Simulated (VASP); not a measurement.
# TiO2 in VASP: work function with PBEsol

Aim: the work function of TiO2 with PBEsol.

All numbers are computed with VASP 6.6.1; they aren't measurements. Logs are shortened: lines on timing, memory, paths and dates and some standing lists are left out, and cuts for length are marked.

### 1 The structure

The cell holds a slab with vacuum, 12 atoms: a = 6.494 Å, b = 2.957 Å, c = 21.780 Å, α = 90.00°, β = 90.00°, γ = 90.00°.

### 2 Work function, PBEsol

Contents of INCAR:

```
PREC = Accurate
ENCUT = 520
EDIFF = 1E-6
ISMEAR = 0
SIGMA = 0.05
LREAL = F
LASPH = T
NELM = 100
ALGO = Normal
ISIF = 2
LWAVE = F
LCHARG = T
LDIPOL = T
IDIPOL = 3
DIPOL = 0.5 0.5 0.500
GGA = PS
LVHAR = T
LVACPOTAV = T
KPAR = 8
```

Contents of KPOINTS:

```
regular mesh
0
Gamma
  4 8 1
```

Contents of POSCAR:

```
TiO2                                    
1.0
    6.4943515210      0.0000000000      0.0000000000
    0.0000000000      2.9574000000      0.0000000000
    0.0000000000      0.0000000000     21.7804924020
  O               Ti            
     8     4
Direct
     0.0000000000000000    1.0000000000000000    0.3631284557710874
     0.5000000000000000    1.0000000000000000    0.5192405451959611
     0.6903384114308323    0.5000000000000000    0.4205430417815230
     0.0000000000000000    1.0000000000000000    0.4807594548040390
     0.3096615885691679    0.5000000000000000    0.4205430417815230
     0.1903384114308322    0.5000000000000000    0.5794569582184769
     0.5000000000000000    1.0000000000000000    0.6368715442289123
     0.8096615885691677    0.5000000000000000    0.5794569582184769
     0.5000000000000000    1.0000000000000000    0.4379469528156050
     0.0000000000000000    0.5000000000000000    0.4114205517214252
     0.0000000000000000    1.0000000000000000    0.5620530471843951
     0.5000000000000000    0.5000000000000000    0.5885794482785747
```

Potentials or basis: VASP PAW PBE potentials, release 64 (O, Ti_sv).

The run is started by

```
$ cat potpaw_PBE.64/O/POTCAR potpaw_PBE.64/Ti_sv/POTCAR > POTCAR
$ mpirun -np 8 vasp_std > vasp.out
```

OUTCAR:

```text
PREC = Accurate
   ENCUT = 520
   EDIFF = 1E-6
   ISMEAR = 0
   LREAL = F
   LASPH = T
   NELM = 100
   ISIF = 2
   GGA = PS

 ion  position               nearest neighbor table
   1  0.000  0.000  0.363-  10 1.81  10 1.81
   2  0.500  0.000  0.519-   9 1.77  12 2.11  12 2.11
   3  0.690  0.500  0.421-   9 1.96   9 1.96  10 2.02
   4  0.000  0.000  0.481-  11 1.77  10 2.11  10 2.11
   5  0.310  0.500  0.421-   9 1.96   9 1.96  10 2.02
   6  0.190  0.500  0.579-  11 1.96  11 1.96  12 2.02
   7  0.500  0.000  0.637-  12 1.81  12 1.81
   8  0.810  0.500  0.579-  11 1.96  11 1.96  12 2.02
   9  0.500  0.000  0.438-   2 1.77   3 1.96   5 1.96   3 1.96   5 1.96
  10  0.000  0.500  0.411-   1 1.81   1 1.81   5 2.02   3 2.02   4 2.11   4 2.11
  11  0.000  0.000  0.562-   4 1.77   6 1.96   8 1.96   6 1.96   8 1.96
  12  0.500  0.500  0.589-   7 1.81   7 1.81   8 2.02   6 2.02   2 2.11   2 2.11

  LATTYP: Found a simple orthorhombic cell.
 ALAT       =     2.9574000000
 B/A-ratio  =     2.1959665656
 C/A-ratio  =     7.3647434916

  Lattice vectors:

 A1 = (   0.0000000000,  -2.9574000000,   0.0000000000)
 A2 = (   6.4943515210,   0.0000000000,   0.0000000000)
 A3 = (   0.0000000000,   0.0000000000,  21.7804924020)

Analysis of symmetry for initial positions (statically):
=====================================================================
 Subroutine PRICEL returns:
 Original cell was already a primitive cell.

 Routine SETGRP: Setting up the symmetry group for a
 simple orthorhombic supercell.

 Subroutine GETGRP returns: Found  8 space group operations
 (whereof  4 operations were pure point group operations)
 out of a pool of  8 trial point group operations.

The static configuration has the point symmetry C_2v.
 The point group associated with its full space group is D_2h.

Analysis of symmetry for dynamics (positions and initial velocities):
=====================================================================
 Subroutine PRICEL returns:
 Original cell was already a primitive cell.

 Routine SETGRP: Setting up the symmetry group for a
 simple orthorhombic supercell.

 Subroutine GETGRP returns: Found  8 space group operations
 (whereof  4 operations were pure point group operations)
 out of a pool of  8 trial point group operations.

The dynamic configuration has the point symmetry C_2v.
 The point group associated with its full space group is D_2h.

 Subroutine INISYM returns: Found  8 space group operations
 (whereof  4 operations are pure point group operations),
 and found     1 'primitive' translations

----------------------------------------------------------------------------------------

                                     Primitive cell

  volume of cell :     418.3247

  direct lattice vectors                    reciprocal lattice vectors
     6.494351521  0.000000000  0.000000000     0.153979962  0.000000000  0.000000000
     0.000000000  2.957400000  0.000000000     0.000000000  0.338134848  0.000000000
     0.000000000  0.000000000 21.780492402     0.000000000  0.000000000  0.045912644

  length of vectors
     6.494351521  2.957400000 21.780492402     0.153979962  0.338134848  0.045912644

  position of ions in fractional coordinates (direct lattice)
     0.000000000  0.000000000  0.363128456
     0.500000000  0.000000000  0.519240545
     0.690338411  0.500000000  0.420543042
     0.000000000  0.000000000  0.480759455
     0.309661589  0.500000000  0.420543042
     0.190338411  0.500000000  0.579456958
     0.500000000  0.000000000  0.636871544
     0.809661589  0.500000000  0.579456958
     0.500000000  0.000000000  0.437946953
     0.000000000  0.500000000  0.411420552
     0.000000000  0.000000000  0.562053047
     0.500000000  0.500000000  0.588579448

  ion indices of the primitive-cell ions
   primitive index   ion index
                 1           1
                 2           2
                 3           3
                 4           4
                 5           5
                 6           6
                 7           7
                 8           8
                 9           9
                10          10
                11          11
                12          12

----------------------------------------------------------------------------------------

 KPOINTS: regular mesh

Automatic generation of k-mesh.
 Grid dimensions read from file:
 generate k-points for:    4    8    1

 Generating k-lattice:

  Cartesian coordinates                     Fractional coordinates (reciprocal lattice)
     0.038494990  0.000000000  0.000000000     0.250000000  0.000000000  0.000000000
     0.000000000  0.042266856  0.000000000     0.000000000  0.125000000  0.000000000
     0.000000000  0.000000000  0.045912644     0.000000000  0.000000000  1.000000000

  Length of vectors
     0.038494990  0.042266856  0.045912644

  Shift w.r.t. Gamma in fractional coordinates (k-lattice)
     0.000000000  0.000000000  0.000000000

 Subroutine IBZKPT returns following result:
 ===========================================

 Found     15 irreducible k-points:

 Following reciprocal coordinates:
            Coordinates               Weight
  0.000000  0.000000  0.000000      1.000000
  0.250000  0.000000  0.000000      2.000000
  0.500000  0.000000  0.000000      1.000000
  0.000000  0.125000  0.000000      2.000000
  0.250000  0.125000  0.000000      4.000000
  0.500000  0.125000  0.000000      2.000000
  0.000000  0.250000  0.000000      2.000000
  0.250000  0.250000  0.000000      4.000000
  0.500000  0.250000  0.000000      2.000000
  0.000000  0.375000  0.000000      2.000000
  0.250000  0.375000  0.000000      4.000000
  0.500000  0.375000  0.000000      2.000000
  0.000000  0.500000  0.000000      1.000000
  0.250000  0.500000  0.000000      2.000000
  0.500000  0.500000  0.000000      1.000000
   k-points           NKPTS =     15   k-points in BZ     NKDIM =     15   number of bands    NBANDS=     57
   number of dos      NEDOS =    301   number of ions     NIONS =     12
   total plane-waves  NPLWV = 186624
   dimension x,y,z NGX =    48 NGY =   24 NGZ =  162
   dimension x,y,z NGXF=    96 NGYF=   48 NGZF=  324
   ions per type =               8   4
   NGX,Y,Z   is equivalent  to a cutoff of  12.29, 13.49, 12.37 a.u.
   NGXF,Y,Z  is equivalent  to a cutoff of  24.57, 26.98, 24.73 a.u.
 SYSTEM =  unknown system
   PREC   = accura    normal or accurate (medium, high low for compatibility)
   ISTART =      0    job   : 0-new  1-cont  2-samecut
   ICHARG =      2    charge: 1-file 2-atom 10-const
   ISPIN  =      1    spin polarized calculation?
   LNONCOLLINEAR =      F non collinear calculations
   LSORBIT =      F    spin-orbit coupling
   LASPH  =      T    aspherical Exc in radial PAW
   ENCUT  =  520.0 eV  38.22 Ry    6.18 a.u.  12.08  5.50 40.50*2*pi/ulx,y,z
   NELM   =    100;   NELMIN=  2; NELMDL= -5     # of ELM steps
   EDIFF  = 0.1E-05   stopping-criterion for ELM
   LREAL  =      F    real-space projection
   EDIFFG = 0.1E-04   stopping-criterion for IOM
   NSW    =      0    number of steps for IOM
   IBRION =     -1    ionic relax: 0-MD 1-quasi-New 2-CG
   NFREE  =      0    steps in history (QN), initial steepest desc. (CG)
   ISIF   =      2    stress and relaxation
   ISYM   =      2    0-nonsym 1-usesym 2-fastsym
   POTIM  = 0.5000    time-step for ionic-motion
   TEBEG  =    0.0;   TEEND  =   0.0 temperature during run
   PSTRESS=    0.0 pullay stress
   NELECT =      96.0000    total number of electrons
   NUPDOWN=      -1.0000    fix difference up-down
   EMIN   =  10.00;   EMAX   =-10.00  energy-range for DOS
   EFERMI =   0.00;   METHOD = LEGACY
   ISMEAR =     0;   SIGMA  =   0.05  broadening in eV -4-tet -1-fermi 0-gaus
   EFERMI_NEDOS =   21; number of points for ismear=-14 and -15
   IALGO  =     38    algorithm
   IMIX   =      4    mixing-type and parameters
     AMIX     =   0.40;   BMIX     =  1.00
     AMIX_MAG =   1.60;   BMIX_MAG =  1.00
  volume/ion in A,a.u.               =      34.86       235.25
  Fermi-wavevector in a.u.,A,eV,Ry     =   1.002292  1.894056 13.668254  1.004588
  Thomas-Fermi vector in A             =   2.134769
   LORBIT       =      0    0 simple, 1 ext, 2 COOP (PROOUT), +10 PAW based schemes
   GGA     = PS    functional components
   LHFCALC =     F    Hartree Fock is set to
   AEXX    =    0.0000 exact exchange contribution
   IVDW    =     0    specifies the selected vdW correction
   LEPSILON=     F    determine dielectric tensor
   LRPA    =     F    only Hartree local field effects (RPA)
 non-spin polarized calculation
 Gauss-broadening in eV      SIGMA  =   0.05
  energy-cutoff  :      520.00
  volume of cell :      418.32
 maximum number of plane-waves:     11334
   NGX = 25   NGY = 11   NGZ = 81

 dipolmoment           0.000000      0.000000     -0.000000 electrons x Angstroem

 number of electron      95.9999971 magnetization

 dipolmoment           0.000000      0.000000      0.000000 electrons x Angstroem

 Free energy of the ion-electron system (eV)
  ---------------------------------------------------
  ext. energy  EPLUGINS =         0.00000000
  ---------------------------------------------------
  free energy    TOTEN  =      -111.13648931 eV

  energy without entropy =     -111.13648931  energy(sigma->0) =     -111.13648931

 E-fermi :  -3.5772     XC(G=0):  -4.0489

 val. band max:       -3.8899398980   @ k =   0.0000   0.0000   0.0000
 cond. band min:      -1.5269869199   @ k =   0.0000   0.0000   0.0000
 fundamental gap:      2.3629529781
 Fermi energy:        -3.5771905270

 k-point     1 :       0.0000    0.0000    0.0000
  band No.  band energies     occupation
      1     -60.0963      2.00000
      2     -60.0959      2.00000
      3     -59.8954      2.00000
      4     -59.8953      2.00000
      5     -36.5876      2.00000
      6     -36.5834      2.00000
[... 889 lines left out ...]
     56      -0.2570      0.00000
     57       0.3765      0.00000

------------------------ aborting loop because EDIFF is reached ----------------------------------------

  FORCE on cell =-STRESS in cart. coord.  units (eV):
  Direction    XX          YY          ZZ          XY          YZ          ZX
  --------------------------------------------------------------------------------------
  -------------------------------------------------------------------------------------
  Total       -4.6273890     -5.2280599     -0.3271984      0.0000000      0.0000000      0.0000000
  in kB      -17.7228284    -20.0233890     -1.2531647      0.0000000      0.0000000      0.0000000
  external PRESSURE =     -12.9997941 kB  Pullay stress =       0.0000000 kB

 VOLUME and BASIS-vectors are now :
 -----------------------------------------------------------------------------
  energy-cutoff  :      520.00
  volume of cell :      418.32
      direct lattice vectors                 reciprocal lattice vectors
     6.494351521  0.000000000  0.000000000     0.153979962  0.000000000  0.000000000
     0.000000000  2.957400000  0.000000000     0.000000000  0.338134848  0.000000000
     0.000000000  0.000000000 21.780492402     0.000000000  0.000000000  0.045912644

 POSITION                                       TOTAL-FORCE (eV/Angst)
 -----------------------------------------------------------------------------------
      0.00000      0.00000      7.90912         0.000000      0.000000      0.005871
      3.24718      0.00000     11.30931         0.000000      0.000000     -0.004498
      4.48330      1.47870      9.15963         0.008383      0.000000      0.004276
      0.00000      0.00000     10.47118         0.000000      0.000000      0.004498
      2.01105      1.47870      9.15963        -0.008383      0.000000      0.004276
      1.23612      1.47870     12.62086         0.008383      0.000000     -0.004276
      3.24718      0.00000     13.87138         0.000000      0.000000     -0.005871
      5.25823      1.47870     12.62086        -0.008383     -0.000000     -0.004276
      3.24718      0.00000      9.53870         0.000000      0.000000      0.003224
      0.00000      1.47870      8.96094         0.000000      0.000000      0.010931
      0.00000      0.00000     12.24179         0.000000      0.000000     -0.003224
      3.24718      1.47870     12.81955         0.000000      0.000000     -0.010931
 -----------------------------------------------------------------------------------
    total drift:                                0.000000      0.000000      0.000000

  FREE ENERGIE OF THE ION-ELECTRON SYSTEM (eV)
  ---------------------------------------------------
  free  energy   TOTEN  =      -111.1364893136 eV

  energy  without entropy=     -111.1364893136  energy(sigma->0) =     -111.13648931

 vacuum level on the upper side and lower side of the slab         3.613         3.613
```

Wall time 1.8 min (8 MPI ranks of Intel Xeon Platinum 8488C (Sapphire Rapids), shared host); peak memory 0.61 GiB.

Results:

| Item | Value |
| --- | --- |
| Free energy | -111.1365 eV |
| Largest force | 0.011 eV/Å |
| Band gap on the k mesh | 2.36 eV, direct |
| Ionisation potential of the upper face | 7.50 eV |

Forces on the atoms (eV/Å):
```
O    0.000  0.000  0.006
O    0.000  0.000 -0.004
O    0.008  0.000  0.004
O    0.000  0.000  0.004
O   -0.008  0.000  0.004
O    0.008  0.000 -0.004
O    0.000  0.000 -0.006
O   -0.008  0.000 -0.004
Ti   0.000  0.000  0.003
Ti   0.000  0.000  0.011
Ti   0.000  0.000 -0.003
Ti   0.000  0.000 -0.011
```

Levels at points of the mesh, in eV from the valence-band top:
| k point | band 45 | band 46 | band 47 | band 48 | band 49 | band 50 | band 51 | band 52 |
| --- | --- | --- | --- | --- | --- | --- | --- | --- |
| (0.00, 0.00, 0.00) | -0.75 | -0.64 | -0.29 | 0.00 | 2.36 | 2.36 | 3.05 | 3.07 |
| (0.50, 0.00, 0.00) | -1.09 | -1.09 | -0.65 | -0.65 | 2.91 | 2.91 | 3.18 | 3.18 |
| (0.00, 0.50, 0.00) | -1.04 | -1.04 | -0.89 | -0.86 | 2.95 | 3.23 | 3.31 | 3.43 |
| (0.50, 0.50, 0.00) | -1.02 | -1.02 | -0.68 | -0.68 | 2.60 | 2.60 | 3.41 | 3.41 |

Caveat: the PAW data sets were made with another functional, which shifts forces and pressure a little. As with any semilocal functional, this PBEsol gap is likely too small.
